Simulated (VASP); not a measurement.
Here is a VASP 6.6.1 calculation.

File INCAR:

```
ALGO = Normal
EDIFF = 1E-6
EDIFFG = -0.005
ENCUT = 600
GGA = PE
IBRION = 2
ISIF = 3
ISMEAR = -1
IVDW = 13
LASPH = True
LCHARG = False
LREAL = False
LWAVE = False
NELM = 80
NSW = 60
PREC = Accurate
SIGMA = 0.05
```

Contents of KPOINTS:

```
k-points
0
Gamma
  8 8 8
```

File POSCAR:

```
Sr
1.0
   -3.7063582770      3.7063582770      2.0208764669
    3.7063582770     -3.7063582770      2.0208764669
    3.7063582770      3.7063582770     -2.0208764669
Sr
2
Direct
    0.0000000000      0.0000000000      0.0000000000
    0.7500000000      0.2500000000      0.5000000000
```

Potentials or basis: VASP PAW PBE potentials, release 64 (Sr_sv).

Run with:

```bash
$ cat potpaw_PBE.64/Sr_sv/POTCAR > POTCAR
$ mpirun -np 1 vasp_std > vasp.out
```

Problem. Estimate the relaxed cell.

Solution. a = 5.546 Å, b = 5.546 Å, c = 5.546 Å, α = 97.26°, β = 97.26°, γ = 138.36°.

Problem. Estimate the dispersion energy per atom.

Solution. -0.148 eV.

Problem. Predict the space group after relaxing (to 0.05 Å).

Solution. I4_1/amd (No. 141).

Step by step:
```
step  energy change (eV)  largest force (eV/Å)  pressure (GPa)  volume (Å³)
   1              0.0000                0.0000           -0.39       111.04
   2             -0.0055                0.0000           -0.23       108.90
   3             -0.0077                0.0000           -0.07       106.83
   4             -0.0078                0.0000           -0.04       106.46
   5             -0.0080                0.0000           -0.02       106.12
   6             -0.0080                0.0000            0.00       105.93
```

Caveat: pairwise dispersion overbinds metals, which lowers pressure and volume.
